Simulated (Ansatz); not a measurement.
# Al: the cost of one run

Program: Ansatz 0.2.0. Level of theory: DFT PBEsol, scalar-relativistic, plane waves, PAW. These are calculated values, not measurements.

2 further runs of the same task are left out: 2 set aside as unsound or not needed.

### 1 Starting point

The structure is cubic, space group Im-3m (No. 229). The conventional cell has a = 3.213 Å, b = 3.213 Å, c = 3.213 Å, α = 90.00°, β = 90.00°, γ = 90.00°. Al (site symmetry m-3m) has 8 Al at 2.78 Å in its first shell of neighbours.

Structure file:

```
CELL_PARAMETERS angstrom
0.00000 -3.21288 0.00000
-3.21288 0.00000 0.00000
0.00000 0.00000 -3.21288
ATOMIC_POSITIONS crystal
Al 0.50000 0.50000 0.50000
Al 0.00000 0.00000 0.00000
```

It goes back to an entry of the Materials Project, which need not be the stable form.

It is built from the cell relaxed beforehand with the same method (16.58 Å³/atom).

### 2 The reference cell

The cell is repeated 2 times, 2 atoms in all. Reference values: F = -1048.9015 eV; pressure 0.32 GPa; largest force 0.000 eV/Å; gap on the mesh none (metal). It was computed beforehand with the settings of the runs below.

### 3 Breaking the symmetry

Atom 1 moved 0.06 Å. Displacements in the unstrained cell, with the mean shift removed:

```tsv
atom	ux (Å)	uy (Å)	uz (Å)
Al1	0.012	-0.026	-0.009
Al2	-0.012	0.026	0.009
```

### 4 The disturbed cell, one point

input.yaml reads:

```yaml
crystal:
  lattice:
    - [0.0, -3.2128780077, 0.0]
    - [-3.2128780077, 0.0, 0.0]
    - [0.0, 0.0, -3.2128780077]
  atoms:
    - { symbol: Al, position: [0.508114337, 0.4962511723, 0.5027002385] }
    - { symbol: Al, position: [-0.008114337, 0.0037488277, -0.0027002385] }
basis:
  ecutwfc: 420
kpoints:
  mp_grid: { grid: [10, 10, 10] }
hamiltonian:
  xc: pbesol
scf:
  occupations: { method: gaussian, width: 0.15 }
output:
  forces: true
  stress: true
  eigenvalues: true
```

The run is started by

```
$ ansatz run input.yaml --threads 2 --pin off --max-ram 5120MiB --backend cpu --events-out ev --progress --plain --runs-dir out
```

What time and memory should one allow on 2 threads of Arm Neoverse V2, shared host?

About 4.7 s, with a peak of 0.43 GiB.
